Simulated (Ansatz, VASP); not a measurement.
Two plane-wave programs on W

```
W
1.0
     0.00000    2.04678    2.04678
     2.04678    0.00000    2.04678
     2.04678    2.04678    0.00000
W
1
Cartesian
  0.0000 0.0000 0.0000
```

Change from the starting cell: volume scaled by 1.025, PAW files.

Alike in both runs: task electric field gradients; functional PBE; k mesh 14 × 14 × 14; occupations fermi-dirac, width 0.05 eV; no spin polarisation.

|  | VASP | Ansatz |
| --- | --- | --- |
| version | VASP 6.6.1 | Ansatz 0.2.0 |
| potentials or method | VASP PAW PBE potentials, release 64 (W_sv) | PAW with Ansatz's default frozen-core files, scalar-relativistic |
| plane-wave cutoff (eV) | 520 | 420 |
| valence electrons in the cell | 14 | 14 |

Ansatz gave:

```
pressure (GPa)                                                 : -10.9
Vzz of the field gradient on the site that differs most (V/Å²) : 0.0
```

Q: Estimate VASP's values.

A: Pressure (GPa): -10.5; Vzz of the field gradient on the site that differs most (V/Å²): 0.0.

Ansatz warned: «gradients_without_spin_orbit».

Spin-orbit coupling is left out, which matters for the levels of W.
